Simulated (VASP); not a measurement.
These are PBEsol GGA, VASP's PBE PAW potentials (set 64) (plane waves; VASP) values and carry that method's errors.

A VASP calculation is set up with these files.

### INCAR
```
SYSTEM = NaBr
PREC = Accurate
ENCUT = 400
EDIFF = 1E-7
NELM = 100
ALGO = Normal
LREAL = .FALSE.
LASPH = .TRUE.
ISMEAR = 0
SIGMA = 0.05
GGA = PS
LMAXMIX = 4
LWAVE = .FALSE.
LCHARG = .FALSE.
LORBIT = 11
ICHARG = 11
```

### KPOINTS
```
k-points along high-symmetry lines
15
Line-mode
Reciprocal
  0.000000   0.000000   0.000000 ! GAMMA
  0.500000   0.000000   0.500000 ! X

  0.500000   0.000000   0.500000 ! X
  0.625000   0.250000   0.625000 ! U

  0.375000   0.375000   0.750000 ! K
  0.000000   0.000000   0.000000 ! GAMMA

  0.000000   0.000000   0.000000 ! GAMMA
  0.500000   0.500000   0.500000 ! L

  0.500000   0.500000   0.500000 ! L
  0.500000   0.250000   0.750000 ! W

  0.500000   0.250000   0.750000 ! W
  0.500000   0.000000   0.500000 ! X
```

POSCAR:
```
NaBr
1
    0.0000000000     2.9600942629     2.9600942629
    2.9600942629     0.0000000000     2.9600942629
    2.9600942629     2.9600942629     0.0000000000
Na Br
1 1
Direct
  0.0000000000   0.0000000000   0.0000000000
  0.5000000000   0.5000000000   0.5000000000
```

POTCAR, in this order: Na_pv Br (PBE.64 set). Program: vasp_std. Read from the step before: CHGCAR.

Output

OUTCAR:
```
 ion  position               nearest neighbor table
   1  0.000  0.000  0.000-
   2  0.500  0.500  0.500-
  LATTYP: Found a face centered cubic cell.
 ALAT       =     5.9201885258
 Subroutine PRICEL returns:
 Original cell was already a primitive cell.
 Subroutine GETGRP returns: Found 48 space group operations
The static configuration has the point symmetry O_h .
The dynamic configuration has the point symmetry O_h .
 Subroutine INISYM returns: Found 48 space group operations
   k-points           NKPTS =     90   k-points in BZ     NKDIM =     90   number of bands    NBANDS=     11
   number of dos      NEDOS =    301   number of ions     NIONS =      2
   total plane-waves  NPLWV =  21952
   dimension x,y,z NGX =    28 NGY =   28 NGZ =   28
   dimension x,y,z NGXF=    56 NGYF=   56 NGZF=   56
   ions per type =               1   1
   PREC   = accura    normal or accurate (medium, high low for compatibility)
   ISTART =      0    job   : 0-new  1-cont  2-samecut
   ICHARG =     11    charge: 1-file 2-atom 10-const
   ISPIN  =      1    spin polarized calculation?
   LNONCOLLINEAR =      F non collinear calculations
   LSORBIT =      F    spin-orbit coupling
   INIWAV =      1    electr: 0-lowe 1-rand  2-diag
   ENCUT  =  400.0 eV  29.40 Ry    5.42 a.u.   6.83  6.83  6.83*2*pi/ulx,y,z
   NELM   =    100;   NELMIN=  2; NELMDL= -5     # of ELM steps
   EDIFF  = 0.1E-06   stopping-criterion for ELM
   LREAL  =      F    real-space projection
   NLSPLINE    = F    spline interpolate recip. space projectors
   LMAXMIX     =    4 max onsite mixed and CHGCAR
   VOSKOWN=      0    Vosko Wilk Nusair interpolation
   EDIFFG = 0.1E-05   stopping-criterion for IOM
   NSW    =      0    number of steps for IOM
   NBLOCK =      1;   KBLOCK =      1    inner block; outer block
   IBRION =     -1    ionic relax: 0-MD 1-quasi-New 2-CG
   NFREE  =      0    steps in history (QN), initial steepest desc. (CG)
   ISIF   =      2    stress and relaxation
   ISYM   =      2    0-nonsym 1-usesym 2-fastsym
   TEIN   =    0.0    initial temperature
   TEBEG  =    0.0;   TEEND  =   0.0 temperature during run
...
```

### OSZICAR
```
       N       E                     dE             d eps       ncg     rms          rms(c)
DAV:   1     0.783875383790E+02    0.78388E+02   -0.64112E+03  1999   0.102E+03
DAV:   2     0.732413538709E+00   -0.77655E+02   -0.72074E+02  2158   0.241E+02
DAV:   3    -0.578263430473E+01   -0.65150E+01   -0.63946E+01  2432   0.703E+01
DAV:   4    -0.591900306440E+01   -0.13637E+00   -0.13626E+00  2214   0.106E+01
DAV:   5    -0.592089537058E+01   -0.18923E-02   -0.18921E-02  2315   0.129E+00
DAV:   6    -0.592093750634E+01   -0.42136E-04   -0.42135E-04  2254   0.211E-01
DAV:   7    -0.592093878534E+01   -0.12790E-05   -0.12790E-05  2362   0.354E-02
DAV:   8    -0.592093883011E+01   -0.44764E-07   -0.44750E-07  2279   0.680E-03
   1 F= -.59209388E+01 E0= -.59209388E+01  d E =-.188579E-10
```

File OUTCAR:
```
 val. band max:       -0.6769271409   @ k =   0.0000   0.0000   0.0000

 cond. band min:       3.3960212975   @ k =   0.0000   0.0000   0.0000



 k-point     1 :       0.0000    0.0000    0.0000
  band No.  band energies     occupation
      1     -22.0147      2.00000
      2     -22.0147      2.00000
      3     -22.0147      2.00000
      4     -13.5599      2.00000
      5      -0.6769      2.00000
      6      -0.6769      2.00000
      7      -0.6769      2.00000
      8       3.3960      0.00000
      9       9.0688      0.00000
     10       9.0688      0.00000
     11       9.0688      0.00000

 k-point     2 :       0.0357    0.0000    0.0357
  band No.  band energies     occupation
      1     -22.0149      2.00000
      2     -22.0148      2.00000
      3     -22.0148      2.00000
      4     -13.5550      2.00000
      5      -0.7247      2.00000
      6      -0.6873      2.00000
      7      -0.6873      2.00000
      8       3.4666      0.00000
      9       8.9721      0.00000
     10       9.1011      0.00000
     11       9.1011      0.00000

 k-point     3 :       0.0714    0.0000    0.0714
  band No.  band energies     occupation
      1     -22.0154      2.00000
      2     -22.0150      2.00000
      3     -22.0150      2.00000
      4     -13.5408      2.00000
      5      -0.8567      2.00000
      6      -0.7177      2.00000
      7      -0.7177      2.00000
      8       3.6665      0.00000
      9       8.7250      0.00000
     10       9.1967      0.00000
     11       9.1967      0.00000

 k-point     4 :       0.1071    0.0000    0.1071
  band No.  band energies     occupation
      1     -22.0165      2.00000
      2     -22.0153      2.00000
      3     -22.0153      2.00000
      4     -13.5179      2.00000
      5      -1.0473      2.00000
      6      -0.7657      2.00000
      7      -0.7657      2.00000
      8       3.9666      0.00000
      9       8.4029      0.00000
     10       9.3521      0.00000
...
```

The density is held fixed in this step, so its total energy and stress have no physical meaning.

The compound is NaBr in the rock salt structure. It was relaxed first.
